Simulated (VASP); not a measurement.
A run of VASP 6.6.1 is set up as follows.

Contents of INCAR:

```
SYSTEM = Si7H2
PREC = Normal ; ENCUT = 450
EDIFF = 1E-7 ; ISMEAR = 0
SIGMA = 0.05 ; LREAL = Auto
LASPH = .TRUE. ; NELM = 80
ALGO = Normal ; ISIF = 2
LWAVE = .FALSE. ; LCHARG = .FALSE.
LDIPOL = .TRUE. ; IDIPOL = 3
DIPOL = 0.5 0.5 0.472 ; GGA = PE
IVDW = 12 ; NBANDS = 45
LVHAR = .TRUE. ; LVACPOTAV = .TRUE.
ICORELEVEL = 1
```

Contents of KPOINTS:

```
regular mesh
0
G
  4 8 1
  0 0 0
```

POSCAR

```
Si7H2                                   
1.0
    7.6648395200      0.0000000000      0.0000000000
    0.0000000000      3.8324197600      0.0000000000
    0.0000000000      0.0000000000     26.0901160000
  H               Si            
     4    14
Selective dynamics
Direct
     0.5000000000000000    0.6825543499999966    0.3257938799999991   F   F   F
     0.5000000000000000    0.3174456500000034    0.3257938799999991   F   F   F
     0.0000000000000000    0.3174456500000034    0.3257938799999991   F   F   F
     0.0000000000000000    0.6825543499999966    0.3257938799999991   F   F   F
     0.5000000000000000    0.0000000000000000    0.3587690399999985   F   F   F
     0.0000000000000000    0.0000000000000000    0.3587690399999985   F   F   F
     0.7500000000000000    0.0000000000000000    0.4107030799999976   F   F   F
     0.2500000000000000    0.0000000000000000    0.4107030799999976   F   F   F
     0.7500000000000000    0.5000000000000000    0.4626371199999966   F   F   F
     0.2500000000000000    0.5000000000000000    0.4626371199999966   F   F   F
     0.9997398008434529    0.5000000000000000    0.5174226687968538   T   T   T
     0.5004676113052982    0.5000000000000000    0.5120986534861581   T   T   T
     0.0047281971859449    0.0000000000000000    0.5716036971122810   T   T   T
     0.4906557319526482    0.0000000000000000    0.5622205009018501   T   T   T
     0.2636067247538934    0.0000000000000000    0.6221219443602820   T   T   T
     0.7392659802004418    0.0000000000000000    0.6192881578514167   T   T   T
     0.3104357078101165    0.5000000000000000    0.6753897872529212   T   T   T
     0.5997028277153661    0.5000000000000000    0.6498555181207678   T   T   T
```

Potentials or basis: VASP PAW PBE potentials, release 64 (H, Si).

Launch:

```console
$ cat potpaw_PBE.64/H/POTCAR potpaw_PBE.64/Si/POTCAR > POTCAR
$ mpirun -np 8 vasp_std > vasp.out
```

Question: Predict the largest force.

Answer: 0.491 eV/Å.

Question: Predict the dispersion energy per atom.

Answer: -0.209 eV.

Question: What does it give for the ionisation potential of the upper face?

Answer: 5.03 eV.

Forces in eV/Å, atoms in the order of the input:
```
H    0.000  0.474 -0.074
H    0.000 -0.474 -0.074
H    0.002 -0.483 -0.087
H    0.002  0.483 -0.087
Si   0.000  0.000  0.232
Si   0.001  0.000  0.179
Si   0.157  0.000 -0.060
Si  -0.159  0.000 -0.078
Si   0.391  0.000  0.030
Si  -0.346  0.000  0.043
Si  -0.009  0.000 -0.005
Si   0.025  0.000  0.010
Si  -0.026  0.000 -0.014
Si   0.001  0.000 -0.011
Si  -0.010  0.000  0.010
Si  -0.001  0.000  0.002
Si  -0.002  0.000 -0.006
Si  -0.025  0.000 -0.011
```
